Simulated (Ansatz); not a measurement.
Born–Oppenheimer molecular dynamics of a periodic cell of 16 atoms, WC (start crystal WC, start structure P-6m2, volume 1.05 times the crystal's). It starts from a structure without forces on its atoms.

Level of theory: DFT PBE, scalar-relativistic, plane waves, PAW (Ansatz 0.2.0). Settings: accuracy low, cutoff 420 eV, k mesh 2x2x2, fermi-dirac smearing 0.17 eV, no spin polarisation.

```json
{
  "ensemble": "NVT, Langevin thermostat",
  "time step": "1.5 fs",
  "steps asked": "200",
  "set temperature": "2000 K",
  "friction": "0.02 /fs",
  "seed": "781267"
}
```

Frames 1.5 fs apart, positions in Å, forces in eV/Å.

Velocities at 195.0 fs (Å/ps):

```
W 3.90 -3.02 -1.88
C 10.28 -6.93 1.20
W 0.20 -5.18 0.61
C 4.71 2.16 -8.49
W 0.04 -0.41 -4.45
C -10.34 -13.42 -11.43
W -0.28 -1.88 1.38
C -20.66 -5.40 11.64
W -3.59 -1.38 3.24
C 21.50 -2.45 2.21
W -2.92 -3.88 -5.22
C -1.35 0.34 9.07
W -2.15 -2.43 -2.23
C 12.93 4.41 3.65
W -4.52 3.89 0.68
C -12.89 1.96 -4.99
```

```xyz
16
Lattice="-2.9008 -5.0243 0.0000 4.3511 -2.5121 0.0000 0.0000 0.0000 5.6941" Properties=species:S:1:pos:R:3:forces:R:3 time_fs=195.0 energy_less_start_eV=4.156 T=1626
W -0.028 -5.009 -0.015 0.46 -1.81 0.39
C 1.447 -4.260 1.540 0.29 -0.18 -3.61
W 0.025 -5.044 2.844 -0.43 -2.16 -0.79
C 1.711 -4.412 4.031 -4.91 2.87 4.69
W -1.487 -2.647 0.039 0.10 0.77 -1.19
C 0.074 -1.657 1.346 -1.41 -1.60 0.83
W -1.424 -2.658 2.805 1.71 -0.41 -1.63
C -0.029 -1.885 4.333 -0.64 1.53 -1.86
W 1.408 -2.541 -0.165 1.77 -1.59 4.12
C 2.876 -1.617 1.456 -0.26 -1.62 -1.04
W 1.366 -2.621 2.733 3.28 1.82 2.05
C 2.765 -1.570 4.246 1.67 -2.87 0.05
W -0.093 -0.104 0.038 0.31 1.40 -1.70
C -1.589 -4.341 1.412 1.63 0.89 -0.15
W 0.065 -0.124 2.937 -4.44 0.05 -3.32
C -1.484 -4.464 4.157 0.88 2.91 3.17
16
Lattice="-2.9008 -5.0243 0.0000 4.3511 -2.5121 0.0000 0.0000 0.0000 5.6941" Properties=species:S:1:pos:R:3:forces:R:3 time_fs=196.5 energy_less_start_eV=4.138 T=1420
W -0.021 -5.013 -0.018 0.33 -1.67 0.44
C 1.456 -4.269 1.536 0.18 -0.08 -3.53
W 0.025 -5.052 2.845 -0.50 -2.02 -0.80
C 1.713 -4.409 4.022 -5.15 2.93 4.85
W -1.486 -2.648 0.033 -0.08 0.59 -1.01
C 0.059 -1.678 1.329 -1.19 -1.26 1.11
W -1.424 -2.661 2.807 1.83 -0.42 -1.79
C -0.055 -1.891 4.346 -0.14 1.61 -2.10
W 1.403 -2.544 -0.160 1.78 -1.59 3.80
C 2.907 -1.619 1.453 -0.63 -1.64 -0.90
W 1.362 -2.627 2.726 3.30 1.92 2.18
C 2.763 -1.571 4.258 1.60 -2.90 -0.17
W -0.096 -0.106 0.035 0.50 1.41 -1.49
C -1.564 -4.336 1.417 1.25 0.61 -0.28
W 0.059 -0.119 2.937 -4.36 -0.31 -3.61
C -1.502 -4.460 4.153 1.27 2.83 3.31
16
Lattice="-2.9008 -5.0243 0.0000 4.3511 -2.5121 0.0000 0.0000 0.0000 5.6941" Properties=species:S:1:pos:R:3:forces:R:3 time_fs=198.0 energy_less_start_eV=3.909 T=1724
W -0.015 -5.018 -0.021 0.22 -1.54 0.45
C 1.461 -4.275 1.522 0.14 -0.04 -3.26
W 0.027 -5.059 2.846 -0.60 -1.96 -0.76
C 1.707 -4.399 4.025 -5.06 2.78 4.62
W -1.486 -2.648 0.026 -0.23 0.40 -0.90
C 0.038 -1.702 1.314 -0.88 -0.89 1.36
W -1.424 -2.665 2.807 1.61 -0.25 -1.69
C -0.077 -1.891 4.354 0.27 1.63 -2.26
W 1.398 -2.548 -0.155 1.72 -1.58 3.51
C 2.940 -1.625 1.442 -1.02 -1.57 -0.60
W 1.357 -2.635 2.722 3.32 2.01 2.20
C 2.764 -1.579 4.273 1.52 -2.79 -0.46
W -0.099 -0.107 0.031 0.72 1.29 -1.30
C -1.536 -4.333 1.420 0.83 0.40 -0.36
W 0.053 -0.116 2.936 -4.13 -0.54 -3.75
C -1.519 -4.450 4.157 1.59 2.64 3.20
16
Lattice="-2.9008 -5.0243 0.0000 4.3511 -2.5121 0.0000 0.0000 0.0000 5.6941" Properties=species:S:1:pos:R:3:forces:R:3 time_fs=199.5 energy_less_start_eV=3.523 T=2066
W -0.009 -5.023 -0.025 0.14 -1.44 0.46
C 1.468 -4.281 1.503 0.04 0.02 -2.84
W 0.028 -5.067 2.846 -0.69 -1.96 -0.68
C 1.694 -4.382 4.040 -4.72 2.45 4.05
W -1.487 -2.648 0.020 -0.36 0.19 -0.82
C 0.013 -1.724 1.300 -0.47 -0.59 1.60
W -1.423 -2.668 2.807 1.11 0.04 -1.35
C -0.096 -1.885 4.360 0.63 1.59 -2.38
W 1.394 -2.553 -0.150 1.62 -1.55 3.22
C 2.974 -1.637 1.424 -1.46 -1.33 -0.16
W 1.354 -2.643 2.717 3.28 2.06 2.20
C 2.771 -1.594 4.292 1.39 -2.51 -0.87
W -0.101 -0.106 0.026 0.95 1.09 -1.13
C -1.508 -4.335 1.425 0.47 0.27 -0.41
W 0.045 -0.114 2.933 -3.77 -0.66 -3.70
C -1.539 -4.432 4.174 1.84 2.34 2.80
16
Lattice="-2.9008 -5.0243 0.0000 4.3511 -2.5121 0.0000 0.0000 0.0000 5.6941" Properties=species:S:1:pos:R:3:forces:R:3 time_fs=201.0 energy_less_start_eV=3.093 T=2396
W -0.004 -5.029 -0.028 0.07 -1.37 0.44
C 1.476 -4.287 1.479 -0.08 0.05 -2.32
W 0.029 -5.075 2.845 -0.73 -2.01 -0.59
C 1.669 -4.362 4.058 -4.17 2.00 3.37
W -1.489 -2.647 0.014 -0.46 0.01 -0.79
C -0.008 -1.742 1.288 -0.11 -0.40 1.85
W -1.421 -2.671 2.807 0.49 0.37 -0.93
C -0.110 -1.873 4.360 0.86 1.48 -2.42
W 1.389 -2.559 -0.143 1.53 -1.53 2.89
C 3.002 -1.658 1.401 -1.88 -0.94 0.41
W 1.351 -2.653 2.711 3.21 2.09 2.21
C 2.778 -1.615 4.313 1.25 -2.11 -1.32
W -0.102 -0.105 0.022 1.21 0.83 -1.05
C -1.478 -4.341 1.431 0.07 0.27 -0.43
W 0.038 -0.112 2.928 -3.28 -0.69 -3.48
C -1.559 -4.409 4.201 2.01 1.96 2.17
16
Lattice="-2.9008 -5.0243 0.0000 4.3511 -2.5121 0.0000 0.0000 0.0000 5.6941" Properties=species:S:1:pos:R:3:forces:R:3 time_fs=202.5 energy_less_start_eV=2.696 T=2722
W 0.001 -5.035 -0.030 0.00 -1.38 0.36
C 1.484 -4.292 1.450 -0.22 0.08 -1.71
W 0.029 -5.083 2.843 -0.71 -2.09 -0.47
C 1.632 -4.336 4.082 -3.41 1.43 2.62
W -1.492 -2.647 0.009 -0.51 -0.11 -0.86
C -0.024 -1.758 1.276 0.18 -0.28 2.09
W -1.419 -2.673 2.806 -0.22 0.70 -0.49
C -0.126 -1.863 4.353 1.09 1.38 -2.31
W 1.385 -2.564 -0.135 1.43 -1.50 2.50
C 3.028 -1.687 1.378 -2.31 -0.42 1.02
W 1.349 -2.663 2.705 3.12 2.12 2.24
C 2.791 -1.641 4.334 1.02 -1.61 -1.77
W -0.103 -0.105 0.018 1.53 0.48 -1.09
C -1.446 -4.351 1.432 -0.34 0.36 -0.34
W 0.031 -0.111 2.924 -2.75 -0.69 -3.17
C -1.577 -4.382 4.234 2.09 1.52 1.39
16
Lattice="-2.9008 -5.0243 0.0000 4.3511 -2.5121 0.0000 0.0000 0.0000 5.6941" Properties=species:S:1:pos:R:3:forces:R:3 time_fs=204.0 energy_less_start_eV=2.427 T=2665
W 0.006 -5.039 -0.031 -0.09 -1.52 0.21
C 1.491 -4.299 1.417 -0.39 0.16 -0.99
W 0.030 -5.092 2.841 -0.63 -2.11 -0.38
C 1.589 -4.305 4.108 -2.63 0.81 1.88
W -1.495 -2.646 0.004 -0.50 -0.18 -0.98
C -0.037 -1.774 1.265 0.44 -0.15 2.32
W -1.417 -2.677 2.804 -0.89 0.94 -0.13
C -0.141 -1.858 4.340 1.30 1.31 -2.13
W 1.381 -2.569 -0.127 1.40 -1.41 2.08
C 3.049 -1.717 1.361 -2.71 0.10 1.56
W 1.349 -2.673 2.699 2.98 2.14 2.23
C 2.809 -1.671 4.353 0.70 -1.06 -2.14
W -0.103 -0.104 0.014 1.87 0.03 -1.13
C -1.417 -4.365 1.424 -0.74 0.53 -0.08
W 0.025 -0.109 2.920 -2.20 -0.69 -2.84
C -1.590 -4.355 4.271 2.07 1.10 0.51
16
Lattice="-2.9008 -5.0243 0.0000 4.3511 -2.5121 0.0000 0.0000 0.0000 5.6941" Properties=species:S:1:pos:R:3:forces:R:3 time_fs=205.5 energy_less_start_eV=2.300 T=2843
W 0.010 -5.042 -0.033 -0.19 -1.76 0.08
C 1.496 -4.306 1.382 -0.54 0.27 -0.21
W 0.032 -5.102 2.840 -0.58 -2.03 -0.35
C 1.542 -4.273 4.136 -1.86 0.21 1.19
W -1.498 -2.645 -0.002 -0.42 -0.17 -1.06
C -0.048 -1.791 1.251 0.61 -0.02 2.59
W -1.414 -2.679 2.802 -1.40 1.05 0.08
C -0.152 -1.851 4.326 1.42 1.22 -1.92
W 1.377 -2.575 -0.117 1.45 -1.26 1.65
C 3.063 -1.750 1.351 -3.03 0.60 1.97
W 1.348 -2.682 2.693 2.84 2.13 2.23
C 2.829 -1.702 4.366 0.33 -0.52 -2.39
W -0.103 -0.104 0.010 2.22 -0.44 -1.17
C -1.389 -4.379 1.413 -1.14 0.73 0.26
W 0.019 -0.108 2.915 -1.62 -0.66 -2.50
C -1.593 -4.328 4.310 1.89 0.65 -0.45
16
Lattice="-2.9008 -5.0243 0.0000 4.3511 -2.5121 0.0000 0.0000 0.0000 5.6941" Properties=species:S:1:pos:R:3:forces:R:3 time_fs=207.0 energy_less_start_eV=2.326 T=2880
W 0.013 -5.045 -0.035 -0.32 -2.05 0.00
C 1.500 -4.316 1.350 -0.70 0.41 0.51
W 0.034 -5.112 2.839 -0.56 -1.89 -0.36
C 1.487 -4.244 4.167 -1.05 -0.27 0.53
W -1.502 -2.644 -0.009 -0.28 -0.02 -1.08
C -0.057 -1.805 1.234 0.76 0.07 2.92
W -1.413 -2.680 2.799 -1.77 1.09 0.18
C -0.159 -1.839 4.306 1.46 1.07 -1.63
W 1.372 -2.580 -0.107 1.57 -1.08 1.18
C 3.073 -1.788 1.342 -3.32 1.11 2.31
W 1.348 -2.689 2.687 2.68 2.09 2.26
C 2.848 -1.730 4.373 -0.06 -0.06 -2.55
W -0.100 -0.105 0.006 2.53 -0.80 -1.25
C -1.364 -4.390 1.401 -1.49 0.91 0.60
W 0.012 -0.106 2.910 -1.05 -0.63 -2.17
C -1.589 -4.294 4.349 1.59 0.05 -1.44
16
Lattice="-2.9008 -5.0243 0.0000 4.3511 -2.5121 0.0000 0.0000 0.0000 5.6941" Properties=species:S:1:pos:R:3:forces:R:3 time_fs=208.5 energy_less_start_eV=2.492 T=2723
W 0.017 -5.048 -0.037 -0.54 -2.36 -0.04
C 1.505 -4.327 1.325 -0.89 0.56 1.14
W 0.036 -5.121 2.837 -0.56 -1.76 -0.35
C 1.428 -4.220 4.194 -0.23 -0.60 -0.02
W -1.506 -2.643 -0.015 0.00 0.34 -1.05
C -0.064 -1.814 1.221 0.87 0.09 3.17
W -1.412 -2.682 2.795 -1.98 1.10 0.21
C -0.160 -1.824 4.281 1.40 0.84 -1.23
W 1.368 -2.585 -0.098 1.72 -0.87 0.74
C 3.076 -1.826 1.337 -3.51 1.57 2.52
W 1.348 -2.695 2.681 2.52 2.04 2.33
C 2.862 -1.754 4.375 -0.38 0.34 -2.62
W -0.094 -0.107 0.002 2.73 -1.01 -1.30
C -1.343 -4.400 1.392 -1.82 1.07 0.86
W 0.006 -0.105 2.906 -0.54 -0.59 -1.94
C -1.580 -4.253 4.386 1.23 -0.76 -2.40
16
Lattice="-2.9008 -5.0243 0.0000 4.3511 -2.5121 0.0000 0.0000 0.0000 5.6941" Properties=species:S:1:pos:R:3:forces:R:3 time_fs=210.0 energy_less_start_eV=2.782 T=2389
W 0.022 -5.051 -0.040 -0.80 -2.71 -0.10
C 1.513 -4.335 1.299 -1.14 0.65 1.76
W 0.038 -5.130 2.834 -0.54 -1.62 -0.35
C 1.375 -4.203 4.213 0.48 -0.74 -0.46
W -1.509 -2.642 -0.021 0.36 0.87 -0.92
C -0.072 -1.821 1.217 1.00 0.10 3.23
W -1.413 -2.684 2.791 -2.03 1.08 0.18
C -0.156 -1.804 4.253 1.25 0.53 -0.80
W 1.364 -2.590 -0.089 1.87 -0.63 0.31
C 3.074 -1.864 1.333 -3.62 1.96 2.61
W 1.348 -2.700 2.675 2.39 2.00 2.46
C 2.872 -1.776 4.372 -0.64 0.66 -2.60
W -0.088 -0.110 -0.003 2.83 -1.17 -1.30
C -1.319 -4.411 1.383 -2.20 1.23 1.08
W 0.001 -0.102 2.901 -0.12 -0.61 -1.81
C -1.570 -4.215 4.420 0.92 -1.61 -3.30
16
Lattice="-2.9008 -5.0243 0.0000 4.3511 -2.5121 0.0000 0.0000 0.0000 5.6941" Properties=species:S:1:pos:R:3:forces:R:3 time_fs=211.5 energy_less_start_eV=3.130 T=2308
W 0.027 -5.052 -0.043 -1.09 -3.08 -0.13
C 1.520 -4.339 1.273 -1.34 0.66 2.34
W 0.040 -5.140 2.833 -0.51 -1.46 -0.38
C 1.330 -4.191 4.230 1.14 -0.73 -0.89
W -1.511 -2.642 -0.028 0.69 1.54 -0.66
C -0.082 -1.827 1.219 1.17 0.15 3.17
W -1.415 -2.687 2.788 -2.00 1.06 0.11
C -0.147 -1.785 4.224 1.05 0.21 -0.35
W 1.361 -2.595 -0.080 2.01 -0.36 -0.14
C 3.064 -1.897 1.331 -3.50 2.18 2.55
W 1.349 -2.705 2.666 2.23 1.98 2.67
C 2.881 -1.790 4.365 -0.86 0.85 -2.49
W -0.081 -0.111 -0.009 2.79 -1.26 -1.17
C -1.296 -4.420 1.376 -2.62 1.40 1.27
W -0.003 -0.099 2.895 0.17 -0.63 -1.78
C -1.560 -4.181 4.449 0.66 -2.52 -4.12
```

Of the whole run (300 fs, mean temperature of the second half 1841 K): A run of 0.3 ps of so small a system gives no equilibrium averages. Limits of this set-up: coarse k mesh, low accuracy level.

The run took 11 min on 1 thread of Intel(R) Xeon(R) Platinum 8488C (Sapphire Rapids), with other jobs on the host, peak memory 0.66 GiB.
